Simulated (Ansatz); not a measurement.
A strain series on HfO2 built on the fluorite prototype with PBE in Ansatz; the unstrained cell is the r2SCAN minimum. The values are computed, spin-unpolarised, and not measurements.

Input of the unstrained run:
```yaml
crystal:
  lattice:
    - [0.0, 2.5291823192, 2.5291823192]
    - [2.5291823192, 0.0, 2.5291823192]
    - [2.5291823192, 2.5291823192, 0.0]
  atoms:
    - { symbol: Hf, position: [0.0, 0.0, 0.0] }
    - { symbol: O, position: [0.25, 0.25, 0.25] }
    - { symbol: O, position: [0.75, 0.75, 0.75] }
kpoints:
  mp_grid: { grid: [8, 8, 8] }
  band_path:
    path:
      - [0.0, 0.0, 0.0]
      - [0.5, 0.0, 0.5]
      - [0.625, 0.25, 0.625]
      - [0.375, 0.375, 0.75]
      - [0.5, 0.5, 0.5]
      - [0.5, 0.25, 0.75]
      - [0.0, 0.5, 0.5]
    npoints: 1
hamiltonian:
  xc: pbe
scf:
  occupations: { method: fermi_dirac, width: 0.02 }
  n_extra_bands: 4
output:
  forces: true
  stress: true
  eigenvalues: true
```

Its main results, and the levels near the gap at the points of the path (eV from the Fermi energy, bands numbered from 0, names kept under strain):
```
Crystal: 3 atoms, lattice volume = 32.357 Å³
Basis set: ecut = 420 eV, 609 PW (Γ)
Symmetry: 48 space group operations
Space group: Fm-3m (ITA 225)
k-points: 29 of 512
Free energy (F): -16861.396438 eV
Fermi energy:    18.101914 eV
--- Forces (eV/Å), atoms counted from 1 ---
  atom   1  Hf      0.00000      0.00000      0.00000
  atom   2  O       0.00000      0.00000      0.00000
  atom   3  O       0.00000      0.00000      0.00000
--- Stress (GPa, compression-positive) ---
        5.983382       0.000000       0.000000
        0.000000       5.983382       0.000000
        0.000000       0.000000       5.983382
  P = ⅓ Tr σ = 5.9834 GPa (59.834 kbar)
```
```tsv
point	band_16	band_17	band_18	band_19	band_20	band_21
Γ	-2.522	-2.522	-2.522	1.996	1.996	3.935
X	-3.499	-3.499	-1.902	1.901	3.643	4.797
U	-4.204	-3.270	-2.245	2.437	3.566	5.081
K	-4.204	-3.270	-2.245	2.437	3.566	5.081
L	-4.639	-3.749	-3.749	2.732	2.732	5.156
W	-4.509	-3.356	-2.113	2.938	3.290	5.242
(0,1/2,1/2)	-3.499	-3.499	-1.902	1.901	3.643	4.797
```

Uniaxial -3.0 % along [111], other directions held. The input changes in these blocks:
```yaml
crystal:
  lattice:
    - [-0.0505836464, 2.4785986728, 2.4785986728]
    - [2.4785986728, -0.0505836464, 2.4785986728]
    - [2.4785986728, 2.4785986728, -0.0505836464]
  atoms:
    - { symbol: Hf, position: [0.0, 0.0, 0.0] }
    - { symbol: O, position: [0.2518285308, 0.2518285308, 0.2518285308] }
    - { symbol: O, position: [0.7481714692, 0.7481714692, 0.7481714692] }
output:
  forces: true
  stress: true
  eigenvalues: true
  write_density: true
  write_potential: true
  elf: true
  volumetric_format: npy
```

```
Crystal: 3 atoms, lattice volume = 31.386 Å³
Basis set: ecut = 420 eV, 603 PW (Γ)
Symmetry: 12 space group operations
Space group: R-3m (ITA 166)
k-points: 65 of 512
Free energy (F): -16861.325010 eV
Fermi energy:    18.773104 eV
--- Forces (eV/Å), atoms counted from 1 ---
  atom   1  Hf      0.00000      0.00000      0.00000
  atom   2  O       0.01522      0.01522      0.01522
  atom   3  O     -0.01522    -0.01522    -0.01522
--- Stress (GPa, compression-positive) ---
       14.823603       1.589758       1.589758
        1.589758      14.823603       1.589758
        1.589758       1.589758      14.823603
  P = ⅓ Tr σ = 14.8236 GPa (148.236 kbar)
```
```tsv
point	band_16	band_17	band_18	band_19	band_20	band_21
Γ	-2.620	-2.553	-2.553	2.023	2.023	4.134
X	-3.695	-3.507	-1.942	1.941	3.772	4.989
U	-4.261	-3.420	-2.301	2.537	3.658	5.274
K	-4.261	-3.420	-2.301	2.537	3.658	5.274
L	-4.746	-3.802	-3.802	2.868	2.868	5.728
W	-4.511	-3.447	-2.161	3.016	3.397	5.273
(0,1/2,1/2)	-3.695	-3.507	-1.942	1.941	3.772	4.989
```

PBE: the gap goes from 3.803 to 3.883 eV (+0.080 eV).

Another run changes these blocks:
```yaml
crystal:
  lattice:
    - [0.0, 2.4659527612, 2.5538963734]
    - [2.4659527612, 0.0, 2.5538963734]
    - [2.4659527612, 2.4659527612, 0.0]
  atoms:
    - { symbol: Hf, position: [0.0, 0.0, 0.0] }
    - { symbol: O, position: [0.25, 0.25, 0.25] }
    - { symbol: O, position: [0.75, 0.75, 0.75] }
output:
  forces: true
  stress: true
  eigenvalues: true
  write_density: true
  write_potential: true
  elf: true
  volumetric_format: npy
```

```
Crystal: 3 atoms, lattice volume = 31.060 Å³
Basis set: ecut = 420 eV, 609 PW (Γ)
Symmetry: 16 space group operations
Space group: I4/mmm (ITA 139)
k-points: 59 of 512
Free energy (F): -16861.261884 eV
Fermi energy:    18.994588 eV
--- Forces (eV/Å), atoms counted from 1 ---
  atom   1  Hf      0.00000      0.00000      0.00000
  atom   2  O       0.00000      0.00000      0.00000
  atom   3  O       0.00000      0.00000      0.00000
--- Stress (GPa, compression-positive) ---
       23.791706       0.000000       0.000000
        0.000000      23.791706       0.000000
        0.000000       0.000000       6.627902
  P = ⅓ Tr σ = 18.0704 GPa (180.704 kbar)
```
```tsv
point	band_16	band_17	band_18	band_19	band_20	band_21
Γ	-2.882	-2.411	-2.411	1.778	2.244	4.284
X	-3.985	-3.333	-1.792	1.912	3.862	5.324
U	-4.445	-3.302	-2.151	2.449	3.787	5.571
K	-4.258	-3.334	-2.512	2.591	3.694	5.059
L	-4.758	-3.838	-3.802	2.754	2.919	5.472
W	-4.500	-3.611	-2.190	3.127	3.350	5.306
(0,1/2,1/2)	-3.985	-3.333	-1.792	1.912	3.862	5.324
```

Q: Which strain is this, and what did it do?

A: Epitaxial -2.5 % in the xy plane, free normal strain +0.98 %, atoms relaxed again. PBE: the gap goes from 3.803 to 3.570 eV (-0.233 eV); it turns from direct (X) to indirect (X → Γ).

Another run changes these blocks:
```yaml
crystal:
  lattice:
    - [0.0, 2.4280150264, 2.4280150264]
    - [2.4280150264, 0.0, 2.4280150264]
    - [2.4280150264, 2.4280150264, 0.0]
  atoms:
    - { symbol: Hf, position: [0.0, 0.0, 0.0] }
    - { symbol: O, position: [0.25, 0.25, 0.25] }
    - { symbol: O, position: [0.75, 0.75, 0.75] }
output:
  forces: true
  stress: true
  eigenvalues: true
  write_density: true
  write_potential: true
  elf: true
  volumetric_format: npy
```

```
Crystal: 3 atoms, lattice volume = 28.628 Å³
Basis set: ecut = 420 eV, 537 PW (Γ)
Symmetry: 48 space group operations
Space group: Fm-3m (ITA 225)
k-points: 29 of 512
Free energy (F): -16860.810068 eV
Fermi energy:    20.915983 eV
--- Forces (eV/Å), atoms counted from 1 ---
  atom   1  Hf      0.00000      0.00000      0.00000
  atom   2  O       0.00000      0.00000      0.00000
  atom   3  O       0.00000      0.00000      0.00000
--- Stress (GPa, compression-positive) ---
       48.624426       0.000000       0.000000
        0.000000      48.624426       0.000000
        0.000000       0.000000      48.624426
  P = ⅓ Tr σ = 48.6244 GPa (486.244 kbar)
```
```tsv
point	band_16	band_17	band_18	band_19	band_20	band_21
Γ	-2.731	-2.731	-2.731	2.080	2.080	4.738
X	-3.907	-3.907	-2.042	2.044	4.116	5.808
U	-4.728	-3.562	-2.438	2.660	4.031	6.056
K	-4.728	-3.562	-2.438	2.660	4.031	6.056
L	-5.041	-4.025	-4.025	2.989	2.989	6.198
W	-4.930	-3.738	-2.297	3.241	3.698	6.198
(0,1/2,1/2)	-3.907	-3.907	-2.042	2.044	4.116	5.808
```

Q: Which strain is this, and what did it do?

A: Isotropic -4.0 % on every length, atoms relaxed again. PBE: the gap goes from 3.803 to 4.086 eV (+0.283 eV).

Uniaxial -1.0 % along x, other directions held. The input changes in these blocks:
```yaml
crystal:
  lattice:
    - [0.0, 2.5291823192, 2.5291823192]
    - [2.503890496, 0.0, 2.5291823192]
    - [2.503890496, 2.5291823192, 0.0]
  atoms:
    - { symbol: Hf, position: [0.0, 0.0, 0.0] }
    - { symbol: O, position: [0.25, 0.25, 0.25] }
    - { symbol: O, position: [0.75, 0.75, 0.75] }
```

```
Crystal: 3 atoms, lattice volume = 32.034 Å³
Basis set: ecut = 420 eV, 609 PW (Γ)
Symmetry: 16 space group operations
Space group: I4/mmm (ITA 139)
k-points: 59 of 512
Free energy (F): -16861.378279 eV
Fermi energy:    18.345096 eV
--- Forces (eV/Å), atoms counted from 1 ---
  atom   1  Hf      0.00000      0.00000      0.00000
  atom   2  O       0.00000      0.00000      0.00000
  atom   3  O       0.00000      0.00000      0.00000
--- Stress (GPa, compression-positive) ---
       11.901573       0.000000       0.000000
        0.000000       7.191884       0.000000
        0.000000       0.000000       7.191884
  P = ⅓ Tr σ = 8.7618 GPa (87.618 kbar)
```
```tsv
point	band_16	band_17	band_18	band_19	band_20	band_21
Γ	-2.607	-2.607	-2.473	1.927	2.030	3.983
X	-3.629	-3.447	-1.972	1.887	3.662	4.798
U	-4.261	-3.308	-2.318	2.440	3.578	5.087
K	-4.261	-3.308	-2.318	2.440	3.578	5.087
L	-4.696	-3.803	-3.789	2.709	2.753	5.211
W	-4.533	-3.478	-2.197	3.001	3.240	5.231
(0,1/2,1/2)	-3.585	-3.585	-1.865	1.889	3.659	4.957
```

PBE: the gap goes from 3.803 to 3.752 eV (-0.051 eV); the edges move from X to X → X [(1/2, 0, 1/2)]; the X points, equivalent before, split by 107 meV, and the valence top lies at those like (0, 1/2, 1/2); least and direct gap lie within 0.04 eV, so its kind isn't settled.

Spin-orbit coupling is left out, which matters wherever the heavy atoms make up the band edges.
